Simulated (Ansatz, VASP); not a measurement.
# InSe: VASP beside Ansatz

Wanted: the spread between two codes on one cell, functional and k mesh.

Program: Ansatz 0.2.0. Level of theory: plane waves, with VASP 6.6.1 beside it; electric field gradients at LDA and electric field gradients at r2SCAN. Results are calculated unless marked as measured.

The database entry behind the starting cell differs from later determinations by our own check (c about 1.5 % long), so it need not match the best structure at ambient conditions.

## Step 1: The structure

Symmetry: R3m, No. 160, trigonal system. The conventional cell has a = 4.000 Å, b = 4.000 Å, c = 25.320 Å, α = 90.00°, β = 90.00°, γ = 120.00°. Nearest to In lie 3 Se at 2.63 Å and 1 In at 2.82 Å. Nearest to In lie 3 Se at 2.64 Å and 1 In at 2.82 Å. Se has 3 In at 2.63 Å nearest. Nearest to Se lie 3 In at 2.64 Å. Farther neighbours and most contacts between anions are not listed.

As a file:

```cif
data_structure
_symmetry_space_group_name_H-M 'R3m:H'
_symmetry_Int_Tables_number 160
_cell_length_a 4.0000
_cell_length_b 4.0000
_cell_length_c 25.3200
_cell_angle_alpha 90.000
_cell_angle_beta 90.000
_cell_angle_gamma 120.000
_cell_volume 350.84
loop_
_atom_site_label
_atom_site_type_symbol
_atom_site_symmetry_multiplicity
_atom_site_Wyckoff_symbol
_atom_site_fract_x
_atom_site_fract_y
_atom_site_fract_z
_atom_site_occupancy
In1 In 3 a 0.00000 0.00000 0.11140 1
In2 In 3 a 0.00000 0.00000 0.00000 1
Se1 Se 3 a 0.66667 0.33333 0.16143 1
Se2 Se 3 a 0.33333 0.66667 0.28317 1
```

## Step 2: Ansatz: electric field gradients, LDA

Ansatz runs on its default PAW (the set named soft_2) files.

Field gradients test the density near the nuclei, where the PAW reconstruction matters most.

File input.yaml:

```yaml
crystal:
  lattice:
    - [2.0, 1.1547005384, 8.44]
    - [-2.0, 1.1547005384, 8.44]
    - [0.0, -2.3094010768, 8.44]
  atoms:
    - { symbol: In, position: [0.8886, 0.8886, 0.8886] }
    - { symbol: In, position: [0.0, 0.0, 0.0] }
    - { symbol: Se, position: [0.1719, 0.1719, 0.1719] }
    - { symbol: Se, position: [0.3835, 0.3835, 0.3835] }
hamiltonian:
  xc: lda
  pseudopotentials: { kind: paw }
kpoints:
  mp_grid: { grid: [8, 8, 8] }
scf:
  occupations: { method: fermi_dirac, width: 0.05 }
  n_extra_bands: 5
output:
  forces: true
  stress: true
  eigenvalues: true
  efg: {}
```

Started as:

```sh
> ansatz run input.yaml --threads 2 --pin off --max-ram 4608MiB --backend cpu --events-out ev --progress --plain --runs-dir out
```

Numbers of over 12 decimals in the logs are rounded to 6 here.

What it wrote:

```text
basis.fft_grid_basis auto: the FFT boxes are laid along the combinations [[1, 0, -1], [0, 1, -1], [0, 0, 1]] of the cell's own vectors, 4.000, 4.000 and 8.750 Å long. The dense box has 27×27×60 points. Along the cell's own vectors, as sized, it would have 60×60×60, 4.94 times as many. Of the 6 symmetry operations that the crystal satisfies within crystal.symmetry.tolerance (time reversal apart; of a slab, those that  [...]
scf.n_extra_bands = 5 over 29 filled bands (N_el = 58.0): the run solves 34 bands
In: output.efg is read without spin–orbit coupling, which moves field gradients at and beside such atoms by some per cent and up to a factor of two; PAW files take it under magnetization.noncollinear and magnetization.spin_orbit
Engine: ansatz 0.2.0, x86_64-unknown-linux-gnu
Pseudopotentials: kind: paw
Pseudopotential: In, paw, valence charge 13, recommended cutoff 420 eV (normal), In.paw.azcp
Pseudopotential: Se, paw, valence charge 16, recommended cutoff 420 eV (normal), Se.paw.azcp
Functional definition: SPW92
  exchange = slater_x
  correlation = pw_c
Crystal: 4 atoms, lattice volume = 116.948 Å³
Basis set: ecut = 420 eV, 2309 PW (Γ), FFT grids on a1−a3, a2−a3, a3
Bands: 34, of which v1, the nominal top of the filled ones, is band 29 counted from 1 (28 counted from 0)
Symmetry: 6 space group operations
Space group: R3m (ITA 160), of the structure as read, at distance tolerance 4.9e-5 Å
k-points: 65 of 512 (time reversal used)
Non-local potential: In, projectors of the file, l = 0: 2, l = 1: 2, l = 2: 2, l = 3: 2
Non-local potential: Se, projectors of the file, l = 0: 2, l = 1: 2, l = 2: 3, l = 3: 1
PAW form: soft (Blöchl's): semilocal exchange-correlation on the pseudo side does not see the compensation charge
PAW frozen core: In, regenerated for the run's functional, and the local potential with it (the file was generated under x = pbe(κ = 0.804, μ = 0.219515), c = pbe(β = 0.066725))
PAW frozen core: Se, regenerated for the run's functional, and the local potential with it (the file was generated under x = pbe(κ = 0.804, μ = 0.219515), c = pbe(β = 0.066725))
PAW one-centre angular grid: In, 590 points (default); XC on 64 Gauss nodes
PAW one-centre angular grid: Se, 590 points (default); XC on 64 Gauss nodes
Initial density: superposition of atomic densities (neutral atoms: chi_scale 0, normalization atom), corrected by the library's trained network
Initial wavefunctions: pseudopotential atomic-orbital guess
Functional: x = slater, c = lda
SCF iter   1: F=—  HF=-21682.736616 eV  |F-HF|=—  |Δ(HF+E_count)|=         —  Δρ=6.82e-3  dr2=6.07e-2  ethr=1.77e-3  ⟨swp⟩=6.4  Hψ=9487  notcnv=0
preconditioner: auto → Resta (q_TF=auto, 2.427 Å⁻¹)  ε∞=3.5  [insulator: Δε(μ)=0.198 eV  Ē_g=13.371 eV  σ=0.050 eV  W_gap=0.75  n_scr=30 (ndim 8)  ℏωp=21.2 eV  f_vac=0.086  D(μ)=0.02/eV (n_scr^D=0)  ε∞_Penn≈3.5]
SCF iter   2: F=—  HF=-21682.721968 eV  |F-HF|=—  |Δ(HF+E_count)|=   1.46e-2  Δρ=2.86e-3  dr2=5.35e-3  ethr=1.05e-4  ⟨swp⟩=3.2  Hψ=4265  notcnv=0  defer=45
SCF iter   3: F=—  HF=-21682.720826 eV  |F-HF|=—  |Δ(HF+E_count)|=   1.14e-3  Δρ=9.61e-4  dr2=8.62e-4  ethr=9.22e-6  ⟨swp⟩=2.0  Hψ=2815  notcnv=0  defer=45
SCF iter   4: F=—  HF=-21682.720718 eV  |F-HF|=—  |Δ(HF+E_count)|=   1.08e-4  Δρ=2.48e-4  dr2=6.82e-5  ethr=1.49e-6  ⟨swp⟩=2.0  Hψ=2488  notcnv=0  defer=45
SCF iter   5: F=—  HF=-21682.720723 eV  |F-HF|=—  |Δ(HF+E_count)|=   5.14e-6  Δρ=5.10e-5  dr2=3.40e-6  ethr=1.18e-7  ⟨swp⟩=2.1  Hψ=2622  notcnv=0  defer=45
SCF iter   6: F=—  HF=-21682.720725 eV  |F-HF|=—  |Δ(HF+E_count)|=   1.33e-6  Δρ=1.02e-5  dr2=1.73e-7  ethr=5.87e-9  ⟨swp⟩=2.0  Hψ=2640  notcnv=0  defer=45
SCF iter   7: F=-21682.720725 eV  HF=-21682.720725 eV  |F-HF|=3.10e-9  |Δ(HF+E_count)|=   5.24e-8  Δρ=3.11e-6  dr2=1.41e-8  ethr=1.72e-10  ⟨swp⟩=7.4  Hψ=8367  notcnv=0
SCF 1 converged in 7 iterations: F = -21682.720725 eV  dr2 = 1.41e-8
  greatest PAW one-centre occupation: 1.000 electrons in one spin orbital (limit 2), on the Se atom at site 2 (counted from 0), in its partial waves of l = 2
SCF converged after 7 iterations
Free energy (F): -21682.720725 eV
Harris-Foulkes:  -21682.720725 eV  (|F-HF|=3.10e-9)
Internal energy: -21682.720528 eV  (E = F + TS)
E sigma→0 (E₀):  -21682.720627 eV
Entropy (-TS):   -0.000196 eV (-0.049 meV/atom)
Fermi energy:    7.084949 eV
--- Per-component energies (eV) ---
  E_band       = -934.880727
  E_kinetic    = 725.150219
  E_local      = -7940.782573  (includes V_loc(G=0)·N_el)
  E_nonlocal   = -437.768968
  E_hartree    = 3648.566004
  E_xc         = -633.449427
  E_vxc        = -398.166912  (∫ρ·V_xc dr)
  E_paw        = -11685.234580  (= ΣΔE_a)
  E_vpaw       = -180.449545  (= ΣTr[D̂ρ^β])
  E_aug_tail   = -0.001186  (compensation charges beyond the density's cutoff)
  E_ewald      = -5364.203816
  E_core_change = 5.003797  (= ΣΔE_core)
  E_smearing   = -0.000196  (= −TS)
  E_closure    = 0.000000  (closes the sum)
  Σ components = -21682.720725   (vs F -21682.720725, Δ=0.00e0)
--- Forces (eV/Å), atoms counted from 1 ---
  atom   1  In     0.00000000    -0.00000000     0.23719995
  atom   2  In    -0.00000000     0.00000000    -0.21987455
  atom   3  Se     0.00000000     0.00000000     0.06098028
  atom   4  Se     0.00000000     0.00000000    -0.07831509
  max |Σ_I F_I| component: 9.42e-6 eV/Å
--- Stress (GPa, compression-positive) ---
       -1.081120       0.000000      -0.000000
        0.000000      -1.081120       0.000000
        0.000000       0.000000      -2.298845
  P = ⅓ Tr σ = -1.4870 GPa (-14.870 kbar)
--- PAW observables at the nuclei: V_zz in 10²¹ V/m², potentials from the cell's mean, atoms counted from 1 ---
  atom   1  In V_zz =    -9.899515   η = 0.0000   by run symmetry: allowed
            electrostatic potential = -7935.564898 V   contact ρ = none
  atom   2  In V_zz =    -9.942032   η = 0.0000   by run symmetry: allowed
            electrostatic potential = -7935.567954 V   contact ρ = none
  atom   3  Se V_zz =    -6.921805   η = 0.0000   by run symmetry: allowed
            electrostatic potential = -4709.709920 V   contact ρ = none
  atom   4  Se V_zz =    -6.461062   η = 0.0000   by run symmetry: allowed
            electrostatic potential = -4709.715032 V   contact ρ = none
--- Band table (eV; the first three rows and the last of 65) ---
  k-point 0: bands = [... 25 lower, 5.6654, 5.6654, 5.7591, 5.7591, 8.5224, 8.8820, 11.2793, 11.2793, ... 1 higher]
  k-point 1: bands = [... 25 lower, 5.2710, 5.4651, 5.5919, 5.8317, 8.8706, 9.5839, 10.5635, 11.4345, ... 1 higher]
  k-point 2: bands = [... 25 lower, 4.9124, 5.0678, 5.2072, 5.9389, 8.8571, 9.0371, 10.8947, 11.0886, ... 1 higher]
  k-point 64: bands = [... 25 lower, 5.5959, 5.8353, 5.8353, 6.9629, 7.1788, 8.9556, 11.1943, 11.1943, ... 1 higher]
```

The job ended after 7.9 s (2 threads of AMD EPYC 7B13 (Zen 3), shared host; peak memory 0.55 GiB).

The column dr2 measures how far the density is from self-consistency, as an energy; F and HF (Harris–Foulkes) agree once it is small.

The run ends at a pressure of -1.49 GPa, with forces up to 0.24 eV/Å.

## Step 3: VASP: electric field gradients, LDA

The same cell, functional (in two slightly different forms), mesh and smearing now go to VASP, with its own data sets and cutoff.

Lines of VASP's logs that name or quote its potential files are left out, and so is its time.

File INCAR:

```
SYSTEM = InSe
PREC = Accurate
ENCUT = 400
EDIFF = 1E-07
NELM = 100
ISMEAR = -1
SIGMA = 0.05
LREAL = .FALSE.
ALGO = Normal
GGA = CA
NBANDS = 25
LORBIT = 11
LWAVE = .FALSE.
LCHARG = .FALSE.
KPAR = 2
LEFG = .TRUE.
ICORELEVEL = 1
LASPH = .TRUE.
```

File POSCAR:

```
InSe
1.0
    2.0000000000      1.1547005384      8.4400000000
   -2.0000000000      1.1547005384      8.4400000000
    0.0000000000     -2.3094010768      8.4400000000
In Se
2 2
Direct
    0.8886000000      0.8886000000      0.8886000000
    0.0000000000      0.0000000000      0.0000000000
    0.1719000000      0.1719000000      0.1719000000
    0.3835000000      0.3835000000      0.3835000000
```

File KPOINTS:

```
Automatic mesh
0
Gamma
8 8 8
0 0 0
```

Potentials, in the order of the species: In_d and Se (PBE family, release 64).

Started as:

```sh
> mpirun -np 2 vasp_std
```

What it wrote:

```text
[banner, memory and clock lines left out]
running    2 mpi-ranks, on    1 nodes
 distrk:  each k-point on    1 cores,    2 groups
 distr:  one band on    1 cores,    1 groups

 POSCAR found type information on POSCAR InSe
 POSCAR found :  2 types and       4 ions
|                                                                             |
|               ----> ADVICE to this user running VASP <----                  |
|                                                                             |
|     You enforced a specific xc type in the INCAR file but a different       |
|     [... a line on the potential file left out ...]
|     I HOPE YOU KNOW WHAT YOU ARE DOING!                                     |
|                                                                             |

 LDA part: xc-table for (Slater(with rela. corr.)+CA(PZ))
 , standard interpolation
 POSCAR, INCAR and KPOINTS ok, starting setup
 FFT: planning ... GRIDC
 FFT: planning ... GRID_SOFT
 FFT: planning ... GRID
 WAVECAR not read
 entering main loop
       N       E                     dE             d eps       ncg     rms          rms(c)
DAV:   1     0.305530168078E+03    0.30553E+03   -0.15085E+04  3250   0.139E+03
DAV:   2     0.166190952624E+02   -0.28891E+03   -0.28288E+03  3364   0.358E+02
DAV:   3    -0.159764843865E+02   -0.32596E+02   -0.32151E+02  4219   0.138E+02
DAV:   4    -0.172407475282E+02   -0.12643E+01   -0.12615E+01  3706   0.298E+01
DAV:   5    -0.173012037357E+02   -0.60456E-01   -0.60447E-01  5338   0.583E+00    0.676E+00
DAV:   6    -0.167898370026E+02    0.51137E+00   -0.11269E+00  4414   0.193E+01    0.391E+00
DAV:   7    -0.167469571131E+02    0.42880E-01   -0.36544E-01  4554   0.521E+00    0.109E+00
DAV:   8    -0.167416873256E+02    0.52698E-02   -0.32065E-02  4878   0.204E+00    0.681E-01
DAV:   9    -0.167405489639E+02    0.11384E-02   -0.49628E-03  3862   0.476E-01    0.139E-01
DAV:  10    -0.167405689579E+02   -0.19994E-04   -0.30621E-04  4778   0.141E-01    0.866E-02
DAV:  11    -0.167405836258E+02   -0.14668E-04   -0.53449E-05  4264   0.903E-02    0.291E-02
DAV:  12    -0.167405799223E+02    0.37034E-05   -0.11454E-05  4804   0.421E-02    0.108E-02
DAV:  13    -0.167405802112E+02   -0.28887E-06   -0.20975E-06  4717   0.113E-02    0.514E-03
DAV:  14    -0.167405802707E+02   -0.59506E-07   -0.28082E-07  2800   0.847E-03
ion   1
     0.0000000     0.0000000    -0.0000000    -1.0639223     0.0000000    -0.0000000
     0.0000565     0.0000000    -0.0000000    -1.0639223     0.0000000    -0.0000000
     0.0000778     0.0000000    -0.0000000    -1.0639223     0.0000000    -0.0000000
     0.0001071     0.0000000    -0.0000000    -1.0639222     0.0000000    -0.0000000
     0.0001475     0.0000000    -0.0000000    -1.0639221     0.0000000    -0.0000000

     0.0000000    -0.0000000    -0.0000000    77.5368111    -0.0000000    -0.0000001
     0.0000565    -0.0000000    -0.0000000    77.5209343    -0.0000000    -0.0000001
     0.0000778    -0.0000000    -0.0000000    77.5123342    -0.0000000    -0.0000001
     0.0001071    -0.0000000    -0.0000000    77.4985575    -0.0000000    -0.0000001
     0.0001475    -0.0000000    -0.0000000    77.4765778    -0.0000000    -0.0000001

ion   2
     0.0000000    -0.0000000     0.0000000    -1.0616535     0.0000000    -0.0000000
     0.0000565    -0.0000000     0.0000000    -1.0616535     0.0000000    -0.0000000
     0.0000778    -0.0000000     0.0000000    -1.0616535     0.0000000    -0.0000000
     0.0001071    -0.0000000     0.0000000    -1.0616534     0.0000000    -0.0000000
     0.0001475    -0.0000000     0.0000000    -1.0616533     0.0000000    -0.0000000

     0.0000000     0.0000000     0.0000000    77.7828118    -0.0000000    -0.0000001
     0.0000565     0.0000000     0.0000000    77.7668882    -0.0000000    -0.0000001
     0.0000778     0.0000000     0.0000000    77.7582630    -0.0000000    -0.0000001
     0.0001071     0.0000000     0.0000000    77.7444463    -0.0000000    -0.0000001
     0.0001475     0.0000000     0.0000000    77.7224029    -0.0000000    -0.0000001

ion   3
     0.0000000     0.0000000    -0.0000000     0.6542283    -0.0000000    -0.0000000
     0.0000499     0.0000000    -0.0000000     0.6542283    -0.0000000    -0.0000000
     0.0000687     0.0000000    -0.0000000     0.6542283    -0.0000000    -0.0000000
     0.0000946     0.0000000    -0.0000000     0.6542283    -0.0000000    -0.0000000
     0.0001302     0.0000000    -0.0000000     0.6542282    -0.0000000    -0.0000000

     0.0000000     0.0000000    -0.0000000    52.1581082    -0.0000000    -0.0000000
     0.0000499     0.0000000    -0.0000000    52.1559739    -0.0000000    -0.0000000
     0.0000687     0.0000000    -0.0000000    52.1547872    -0.0000000    -0.0000000
     0.0000946     0.0000000    -0.0000000    52.1528698    -0.0000000    -0.0000000
     0.0001302     0.0000000    -0.0000000    52.1497878    -0.0000000    -0.0000000

ion   4
     0.0000000    -0.0000000     0.0000000     0.5748415    -0.0000000    -0.0000000
     0.0000499    -0.0000000     0.0000000     0.5748415    -0.0000000    -0.0000000
     0.0000687    -0.0000000     0.0000000     0.5748414    -0.0000000    -0.0000000
     0.0000946    -0.0000000     0.0000000     0.5748414    -0.0000000    -0.0000000
     0.0001302    -0.0000000     0.0000000     0.5748414    -0.0000000    -0.0000000

     0.0000000    -0.0000000     0.0000000    48.6061582    -0.0000000    -0.0000000
     0.0000499    -0.0000000     0.0000000    48.6041778    -0.0000000    -0.0000000
     0.0000687    -0.0000000     0.0000000    48.6030774    -0.0000000    -0.0000000
     0.0000946    -0.0000000     0.0000000    48.6013000    -0.0000000    -0.0000000
     0.0001302    -0.0000000     0.0000000    48.5984439    -0.0000000    -0.0000000

   1 F= -.16740580E+02 E0= -.16740489E+02  d E =-.181667E-03
```

From OUTCAR (step 3):

```text
ion  position               nearest neighbor table
   1  0.889  0.889  0.889-   3 2.63   3 2.63   3 2.63   2 2.82
   2  0.000  0.000  0.000-   4 2.64   4 2.64   4 2.64   1 2.82
   3  0.172  0.172  0.172-   1 2.63   1 2.63   1 2.63
   4  0.383  0.383  0.383-   2 2.64   2 2.64   2 2.64

  LATTYP: Found a trigonal (rhomboedric) cell.
 ALAT       =     8.7502533297
 COS(alpha) =     0.8955162542

 Subroutine GETGRP returns: Found  6 space group operations
 (whereof  6 operations were pure point group operations)

The static configuration has the point symmetry C_3v.

 Found     65 irreducible k-points:

   k-points           NKPTS =     65   k-points in BZ     NKDIM =     65   number of bands    NBANDS=     25

   dimension x,y,z NGX =    60 NGY =   60 NGZ =   60
   dimension x,y,z NGXF=   120 NGYF=  120 NGZF=  120

   ENCUT  =  400.0 eV  29.40 Ry    5.42 a.u.  14.27 14.27 14.27*2*pi/ulx,y,z

   NELECT =      38.0000    total number of electrons

 k-points in reciprocal lattice and weights: Automatic mesh
   0.00000000  0.00000000  0.00000000       0.002
   0.12500000 -0.00000000  0.00000000       0.012
   0.25000000 -0.00000000  0.00000000       0.012
   0.37500000  0.00000000  0.00000000       0.012
   0.50000000 -0.00000000  0.00000000       0.006
   0.12500000  0.12500000  0.00000000       0.012
   0.25000000  0.12500000  0.00000000       0.023
   0.37500000  0.12500000  0.00000000       0.023
   0.50000000  0.12500000  0.00000000       0.023
[...]
-0.37500000  0.50000000  0.37500000       0.012
   0.50000000  0.50000000  0.50000000       0.002

 the core state eigenenergies are
   1-  1s -27740.1931  2s  -4146.6891  2p  -3720.6748  3s   -780.5218  3p   -641.0768
       3d   -424.7592  4s   -111.6305  4p    -70.0827
   2-  1s -27740.1904  2s  -4146.6859  2p  -3720.6717  3s   -780.5184  3p   -641.0734
       3d   -424.7558  4s   -111.6266  4p    -70.0788
   3-  1s -12493.3940  2s  -1596.9330  2p  -1403.2778  3s   -203.6479  3p   -143.1212
       3d    -43.3147
   4-  1s -12493.3901  2s  -1596.9289  2p  -1403.2737  3s   -203.6430  3p   -143.1162
       3d    -43.3096

 E-fermi :   3.9419

 k-point     1 :       0.0000    0.0000    0.0000
  band No.  band energies     occupation
    ...
     15       2.2295      2.00000
     16       2.5056      2.00000
     17       2.5056      2.00000
     18       2.5989      2.00000
     19       2.5989      2.00000
     20       5.3722      0.00000
     21       5.7324      0.00000
     22       8.1123      0.00000
     23       8.1123      0.00000
     24       8.8715      0.00000
    ...

 k-point     2 :       0.1250   -0.0000    0.0000
  band No.  band energies     occupation
    ...
     15       1.4635      2.00000
     16       2.1092      2.00000
     17       2.3040      2.00000
     18       2.4307      2.00000
     19       2.6741      2.00000
     20       5.7272      0.00000
     21       6.4325      0.00000
     22       7.4041      0.00000
     23       8.2705      0.00000
     24       8.5126      0.00000
    ...

 k-point     3 :       0.2500   -0.0000    0.0000
  band No.  band energies     occupation
    ...
     15       0.2758      2.00000
     16       1.7540      2.00000
     17       1.9046      2.00000
     18       2.0437      2.00000
     19       2.7846      2.00000
     20       5.7040      0.00000
     21       5.8897      0.00000
     22       7.7261      0.00000
     23       7.9332      0.00000
     24       8.4993      0.00000
    ...

  Total       -0.6479124     -0.6479124     -1.5573567     -0.0000000      0.0000000      0.0000000
  in kB       -8.8763383     -8.8763383    -21.3356376     -0.0000000      0.0000000      0.0000000
  external PRESSURE =     -13.0294381 kB  Pullay stress =       0.0000000 kB

  energy-cutoff  :      400.00
  volume of cell :      116.95
      direct lattice vectors                 reciprocal lattice vectors
     2.000000000  1.154700538  8.440000000     0.250000000  0.144337567  0.039494471
    -2.000000000  1.154700538  8.440000000    -0.250000000  0.144337567  0.039494471
     0.000000000 -2.309401077  8.440000000     0.000000000 -0.288675135  0.039494471

 POSITION                                       TOTAL-FORCE (eV/Angst)
 -----------------------------------------------------------------------------------
      0.00000      0.00000     22.49935         0.000000      0.000000      0.268732
      0.00000      0.00000      0.00000         0.000000      0.000000     -0.251211
      0.00000      0.00000      4.35251         0.000000     -0.000000      0.016822
      0.00000      0.00000      9.71022         0.000000      0.000000     -0.034343
 -----------------------------------------------------------------------------------
    total drift:                               -0.000000      0.000000      0.000403

  FREE ENERGIE OF THE ION-ELECTRON SYSTEM (eV)
  ---------------------------------------------------
  free  energy   TOTEN  =       -16.7405802707 eV

  energy  without entropy=      -16.7403986033  energy(sigma->0) =      -16.74048944

 Electric field gradients after diagonalization (V/A^2)
 (convention: |V_zz| > |V_xx| > |V_yy|)
----------------------------------------------------------------------
 ion       V_xx      V_yy      V_zz     asymmetry (V_yy - V_xx)/ V_zz
----------------------------------------------------------------------
   1      48.593    48.593   -97.185       0.000
   2      48.743    48.743   -97.487       0.000
   3      33.146    33.146   -66.292       0.000
   4      30.911    30.911   -61.822       0.000
----------------------------------------------------------------------

 total charge
# of ion       s       p       d       tot
------------------------------------------
    1        0.867   0.682   9.890  11.439
    2        0.867   0.680   9.890  11.437
    3        1.479   2.319   0.024   3.822
    4        1.480   2.318   0.024   3.821
--------------------------------------------------
tot          4.693   5.998  19.827  30.519

[... 3 further parts left out ...]
```

These are scalar-relativistic Kohn-Sham levels of the ground state, with no core hole, so they are not binding energies. The atoms bear forces, and field gradients depend strongly on their positions.

[end of part 1 of 2]

[Lines on the potential files, build, host, timing and source positions are cut from VASP's logs without a mark.]

[Logs are printed without paths, hosts, clocks, repeated set-up lines and the standing remarks that a program may print on its own settings, such as how far it seeks lower states.]

[Hosts, paths, dates, database ids (printed as entryN), source tags and the programs' standing remarks are cut or masked in the printed files.]
